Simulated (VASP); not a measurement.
# Bi2Te3 (Tellurobismuthite) (R-3m) in VASP: single point with r2SCAN

Aim: the single point of Bi2Te3 (Tellurobismuthite) with r2SCAN.

All numbers are computed with VASP 6.6.1; they aren't measurements. Logs are shortened: lines on timing, memory, paths and dates and some standing lists are left out, and cuts for length are marked.

**The experiment to reproduce.**

“Vacancy and Antisite-Induced Ferromagnetism in Liquid-Phase Exfoliated Bi2Te3”, 2024, arxiv:2412.10539 quotes, for a bulk crystal of Bi2Te3: band gap 0.17 eV.

How close the calculation comes is told below.

### 1 Starting point

It takes space group R-3m (No. 166, trigonal). The conventional cell has a = 4.392 Å, b = 4.392 Å, c = 31.351 Å, α = 90.00°, β = 90.00°, γ = 120.00°. Bi (site symmetry 3m) has 6 Te at 3.06 to 3.25 Å as nearest neighbours. Te (site symmetry -3m) has 6 Bi at 3.25 Å as nearest neighbours. Te (site symmetry 3m) is surrounded by 3 Bi at 3.06 Å.

### 2 Single point, r2SCAN

POSCAR

```
Bi2Te3
1.0
    2.1958106691      1.2677518809     10.4503916138
   -2.1958106691      1.2677518809     10.4503916138
    0.0000000000     -2.5355037618     10.4503916138
Bi Te
2 3
Direct
    0.3983528042      0.3983528042      0.3983528042
    0.6016471958      0.6016471958      0.6016471958
    0.0000000000      0.0000000000      0.0000000000
    0.2135723118      0.2135723118      0.2135723118
    0.7864276882      0.7864276882      0.7864276882
```

INCAR.step1

```
SYSTEM = Bi2Te3
ALGO = Normal
EDIFF = 1E-4
ENCUT = 520
GGA = PE
ISMEAR = 0
LASPH = .True.
LCHARG = .False.
LREAL = .False.
LWAVE = .True.
NBANDS = 32
NELM = 100
PREC = Accurate
SIGMA = 0.01
```

INCAR.step2

```
SYSTEM = Bi2Te3
ALGO = Normal
EDIFF = 1E-7
ENCUT = 520
ISIF = 2
ISMEAR = 0
ISTART = 1
LASPH = .True.
LCHARG = .False.
LMIXTAU = .True.
LREAL = .False.
LWAVE = .False.
METAGGA = R2SCAN
NBANDS = 32
NELM = 100
PREC = Accurate
SIGMA = 0.01
```

KPOINTS

```
k-points
0
Gamma
  6 6 6
  0 0 0
```

Potentials or basis: VASP PAW PBE potentials, release 64 (Bi_d, Te).

The run is started by

```sh
$ cat potpaw_PBE.64/Bi_d/POTCAR potpaw_PBE.64/Te/POTCAR > POTCAR
$ cp INCAR.step1 INCAR
$ mpirun -np 1 vasp_std > vasp.out
$ cp INCAR.step2 INCAR
$ mpirun -np 1 vasp_std > vasp.out
```

OUTCAR:

```text
SYSTEM = Bi2Te3
   EDIFF = 1E-7
   ENCUT = 520
   ISIF = 2
   ISMEAR = 0
   ISTART = 1
   LASPH = .True.
   LREAL = .False.
   METAGGA = R2SCAN
   NELM = 100
   PREC = Accurate

 ion  position               nearest neighbor table
   1  0.398  0.398  0.398-   5 3.06   5 3.06   5 3.06   3 3.25   3 3.25   3 3.25
   2  0.602  0.602  0.602-   4 3.06   4 3.06   4 3.06   3 3.25   3 3.25   3 3.25
   3  0.000  0.000  0.000-   2 3.25   2 3.25   1 3.25   1 3.25   2 3.25   1 3.25
   4  0.214  0.214  0.214-   2 3.06   2 3.06   2 3.06
   5  0.786  0.786  0.786-   1 3.06   1 3.06   1 3.06

  LATTYP: Found a trigonal (rhomboedric) cell.
 ALAT       =    10.7535791348
 COS(alpha) =     0.9166100513

  Lattice vectors:

 A1 = (   2.1958106691,   1.2677518809,  10.4503916138)
 A2 = (  -2.1958106691,   1.2677518809,  10.4503916138)
 A3 = (   0.0000000000,  -2.5355037618,  10.4503916138)

Analysis of symmetry for initial positions (statically):
=====================================================================
 Subroutine PRICEL returns:
 Original cell was already a primitive cell.

 Routine SETGRP: Setting up the symmetry group for a
 trigonal (rhombohedral) supercell.

 Subroutine GETGRP returns: Found 12 space group operations
 (whereof 12 operations were pure point group operations)
 out of a pool of 12 trial point group operations.

The static configuration has the point symmetry D_3d.

Analysis of symmetry for dynamics (positions and initial velocities):
=====================================================================
 Subroutine PRICEL returns:
 Original cell was already a primitive cell.

 Routine SETGRP: Setting up the symmetry group for a
 trigonal (rhombohedral) supercell.

 Subroutine GETGRP returns: Found 12 space group operations
 (whereof 12 operations were pure point group operations)
 out of a pool of 12 trial point group operations.

The dynamic configuration has the point symmetry D_3d.

 Subroutine INISYM returns: Found 12 space group operations
 (whereof 12 operations are pure point group operations),
 and found     1 'primitive' translations

----------------------------------------------------------------------------------------

                                     Primitive cell

  volume of cell :     174.5472

  direct lattice vectors                    reciprocal lattice vectors
     2.195810669  1.267751881 10.450391614     0.227706335  0.131466314  0.031896731
    -2.195810669  1.267751881 10.450391614    -0.227706335  0.131466314  0.031896731
     0.000000000 -2.535503762 10.450391614     0.000000000 -0.262932628  0.031896731

  length of vectors
    10.753579135 10.753579135 10.753579135     0.264860280  0.264860280  0.264860280

  position of ions in fractional coordinates (direct lattice)
     0.398352804  0.398352804  0.398352804
     0.601647196  0.601647196  0.601647196
     0.000000000  0.000000000  0.000000000
     0.213572312  0.213572312  0.213572312
     0.786427688  0.786427688  0.786427688

  ion indices of the primitive-cell ions
   primitive index   ion index
                 1           1
                 2           2
                 3           3
                 4           4
                 5           5

----------------------------------------------------------------------------------------

 KPOINTS: k-points

Automatic generation of k-mesh.
 Grid dimensions read from file:
 generate k-points for:    6    6    6

 Generating k-lattice:

  Cartesian coordinates                     Fractional coordinates (reciprocal lattice)
     0.037951056  0.021911052  0.005316122     0.166666667  0.000000000 -0.000000000
    -0.037951056  0.021911052  0.005316122     0.000000000  0.166666667 -0.000000000
     0.000000000 -0.043822105  0.005316122    -0.000000000 -0.000000000  0.166666667

  Length of vectors
     0.044143380  0.044143380  0.044143380

  Shift w.r.t. Gamma in fractional coordinates (k-lattice)
     0.000000000  0.000000000  0.000000000

 Subroutine IBZKPT returns following result:
 ===========================================

 Found     32 irreducible k-points:

 Following reciprocal coordinates:
            Coordinates               Weight
  0.000000  0.000000  0.000000      1.000000
  0.166667 -0.000000  0.000000      6.000000
  0.333333  0.000000  0.000000      6.000000
  0.500000 -0.000000  0.000000      3.000000
  0.166667  0.166667  0.000000      6.000000
  0.333333  0.166667  0.000000     12.000000
[... 16 lines left out ...]
  0.500000  0.500000  0.166667      6.000000
 -0.333333  0.500000  0.166667     12.000000
 [... further k-points ...]
   k-points           NKPTS =     32   k-points in BZ     NKDIM =     32   number of bands    NBANDS=     32
   number of dos      NEDOS =    301   number of ions     NIONS =      5
   total plane-waves  NPLWV = 512000
   dimension x,y,z NGX =    80 NGY =   80 NGZ =   80
   dimension x,y,z NGXF=   160 NGYF=  160 NGZF=  160
   ions per type =               2   3
   NGX,Y,Z   is equivalent  to a cutoff of  12.37, 12.37, 12.37 a.u.
   NGXF,Y,Z  is equivalent  to a cutoff of  24.74, 24.74, 24.74 a.u.
 SYSTEM =  Bi2Te3
   PREC   = accura    normal or accurate (medium, high low for compatibility)
   ISTART =      1    job   : 0-new  1-cont  2-samecut
   ICHARG =      0    charge: 1-file 2-atom 10-const
   ISPIN  =      1    spin polarized calculation?
   LNONCOLLINEAR =      F non collinear calculations
   LSORBIT =      F    spin-orbit coupling
   LASPH  =      T    aspherical Exc in radial PAW
   ENCUT  =  520.0 eV  38.22 Ry    6.18 a.u.  19.99 19.99 19.99*2*pi/ulx,y,z
   NELM   =    100;   NELMIN=  2; NELMDL=  0     # of ELM steps
   EDIFF  = 0.1E-06   stopping-criterion for ELM
   LREAL  =      F    real-space projection
   EDIFFG = 0.1E-05   stopping-criterion for IOM
   NSW    =      0    number of steps for IOM
   IBRION =     -1    ionic relax: 0-MD 1-quasi-New 2-CG
   NFREE  =      0    steps in history (QN), initial steepest desc. (CG)
   ISIF   =      2    stress and relaxation
   ISYM   =      2    0-nonsym 1-usesym 2-fastsym
   POTIM  = 0.5000    time-step for ionic-motion
   TEBEG  =    0.0;   TEEND  =   0.0 temperature during run
   PSTRESS=    0.0 pullay stress
   NELECT =      48.0000    total number of electrons
   NUPDOWN=      -1.0000    fix difference up-down
   EMIN   =  10.00;   EMAX   =-10.00  energy-range for DOS
   EFERMI =   0.00;   METHOD = LEGACY
   ISMEAR =     0;   SIGMA  =   0.01  broadening in eV -4-tet -1-fermi 0-gaus
   EFERMI_NEDOS =   21; number of points for ismear=-14 and -15
   IALGO  =     38    algorithm
   IMIX   =      4    mixing-type and parameters
     AMIX     =   0.40;   BMIX     =  1.00
     AMIX_MAG =   1.60;   BMIX_MAG =  1.00
  volume/ion in A,a.u.               =      34.91       235.58
  Fermi-wavevector in a.u.,A,eV,Ry     =   1.064595  2.011792 15.420321  1.133362
  Thomas-Fermi vector in A             =   2.200118
   LORBIT       =      0    0 simple, 1 ext, 2 COOP (PROOUT), +10 PAW based schemes
   METAGGA = R2SCAN    functional components
   LHFCALC =     F    Hartree Fock is set to
   AEXX    =    0.0000 exact exchange contribution
   IVDW    =     0    specifies the selected vdW correction
   LEPSILON=     F    determine dielectric tensor
   LRPA    =     F    only Hartree local field effects (RPA)
 non-spin polarized calculation
 Gauss-broadening in eV      SIGMA  =   0.01
  energy-cutoff  :      520.00
  volume of cell :      174.55
 maximum number of plane-waves:      4715
   NGX = 39   NGY = 39   NGZ = 39

 number of electron      47.9999999 magnetization

 Free energy of the ion-electron system (eV)
  ---------------------------------------------------
  ext. energy  EPLUGINS =         0.00000000
  ---------------------------------------------------
  free energy    TOTEN  =      -194.58241482 eV

  energy without entropy =     -194.58241482  energy(sigma->0) =     -194.58241482

 E-fermi :   5.7308     XC(G=0):  -9.6725

 val. band max:        5.5979235257   @ k =   0.0000   0.0000   0.0000
 cond. band min:       6.2821359225   @ k =   0.0000   0.0000   0.0000
 fundamental gap:      0.6842123967
 Fermi energy:         5.7308419323

 k-point     1 :       0.0000    0.0000    0.0000
  band No.  band energies     occupation
      1     -18.2498      2.00000
      2     -18.2498      2.00000
      3     -18.2481      2.00000
      4     -18.2481      2.00000
      5     -18.2371      2.00000
      6     -18.2357      2.00000
[... 24 lines left out ...]
     31      11.0095      0.00000
     32      11.8452      0.00000

 k-point     2 :       0.1667   -0.0000    0.0000
  band No.  band energies     occupation
      1     -18.2527      2.00000
      2     -18.2506      2.00000
      3     -18.2475      2.00000
      4     -18.2458      2.00000
      5     -18.2358      2.00000
      6     -18.2343      2.00000
[... 24 lines left out ...]
     31      10.4128      0.00000
     32      11.2592      0.00000

 k-point     3 :       0.3333    0.0000    0.0000
  band No.  band energies     occupation
      1     -18.2592      2.00000
      2     -18.2563      2.00000
      3     -18.2451      2.00000
      4     -18.2428      2.00000
      5     -18.2378      2.00000
      6     -18.2357      2.00000
[... 24 lines left out ...]
     31      10.0690      0.00000
     32      11.4631      0.00000

 k-point     4 :       0.5000   -0.0000    0.0000
  band No.  band energies     occupation
      1     -18.2626      2.00000
      2     -18.2593      2.00000
      3     -18.2448      2.00000
      4     -18.2419      2.00000
      5     -18.2389      2.00000
      6     -18.2367      2.00000
[... 654 lines left out ...]
     31      10.0756      0.00000
     32      11.9283      0.00000

 k-point    23 :       0.5000    0.5000    0.1667
  band No.  band energies     occupation
      1     -18.2592      2.00000
      2     -18.2563      2.00000
      3     -18.2451      2.00000
      4     -18.2428      2.00000
      5     -18.2378      2.00000
      6     -18.2357      2.00000
[... 24 lines left out ...]
     31      10.0130      0.00000
     32      11.2195      0.00000

 k-point    24 :      -0.3333    0.5000    0.1667
  band No.  band energies     occupation
      1     -18.2590      2.00000
      2     -18.2566      2.00000
      3     -18.2472      2.00000
      4     -18.2443      2.00000
      5     -18.2363      2.00000
      6     -18.2345      2.00000
[... 24 lines left out ...]
     31      10.5955      0.00000
     32      11.4385      0.00000

 [... further k-points ...]

------------------------ aborting loop because EDIFF is reached ----------------------------------------

  FORCE on cell =-STRESS in cart. coord.  units (eV):
  Direction    XX          YY          ZZ          XY          YZ          ZX
  --------------------------------------------------------------------------------------
  -------------------------------------------------------------------------------------
  Total        1.0002364      1.0002364      0.9975916      0.0000000      0.0000000     -0.0000000
  in kB        9.1812174      9.1812174      9.1569408      0.0000000      0.0000000     -0.0000000
  external PRESSURE =       9.1731252 kB  Pullay stress =       0.0000000 kB

 VOLUME and BASIS-vectors are now :
 -----------------------------------------------------------------------------
  energy-cutoff  :      520.00
  volume of cell :      174.55
      direct lattice vectors                 reciprocal lattice vectors
     2.195810669  1.267751881 10.450391614     0.227706335  0.131466314  0.031896731
    -2.195810669  1.267751881 10.450391614    -0.227706335  0.131466314  0.031896731
     0.000000000 -2.535503762 10.450391614     0.000000000 -0.262932628  0.031896731

 POSITION                                       TOTAL-FORCE (eV/Angst)
 -----------------------------------------------------------------------------------
      0.00000      0.00000     12.48883        -0.000000     -0.000000      0.007044
      0.00000      0.00000     18.86235        -0.000000      0.000000     -0.007044
      0.00000      0.00000      0.00000         0.000000      0.000000     -0.000000
      0.00000      0.00000      6.69574        -0.000000     -0.000000      0.008893
      0.00000      0.00000     24.65543        -0.000000      0.000000     -0.008893
 -----------------------------------------------------------------------------------
    total drift:                                0.000000     -0.000000      0.000000

  FREE ENERGIE OF THE ION-ELECTRON SYSTEM (eV)
  ---------------------------------------------------
  free  energy   TOTEN  =      -194.5824148174 eV

  energy  without entropy=     -194.5824148174  energy(sigma->0) =     -194.58241482
```

It took 46 min on 1 thread of Intel Xeon Platinum 8488C (Sapphire Rapids), shared host; peak memory 1.1 GiB.

What came out:

| Quantity | Value |
| --- | --- |
| Free energy | -194.5824 eV |
| Pressure | 0.9 GPa |
| Largest force | 0.009 eV/Å |
| Band gap on the k mesh | 0.68 eV, direct |

Forces on the atoms (eV/Å):
```
Bi   0.000  0.000  0.007
Bi   0.000  0.000 -0.007
Te   0.000  0.000  0.000
Te   0.000  0.000  0.009
Te   0.000  0.000 -0.009
```

Caveat: the PAW data sets were made with another functional, which shifts forces and pressure a little; spin-orbit coupling is left out, which as a rule narrows the gap of such compounds by several tenths of an eV.

### 3 How close it comes

Step 2. Against the measured gap of Bi2Te3, 0.17 eV (quoted in “Vacancy and Antisite-Induced Ferromagnetism in Liquid-Phase Exfoliated Bi2Te3”, 2024, arxiv:2412.10539), the calculated 0.68 eV is off by +0.51 eV. Spin-orbit coupling on Bi, Te is left out. The value is that of r2SCAN on a finite k mesh, which can miss the band edges, without temperature or zero-point motion.
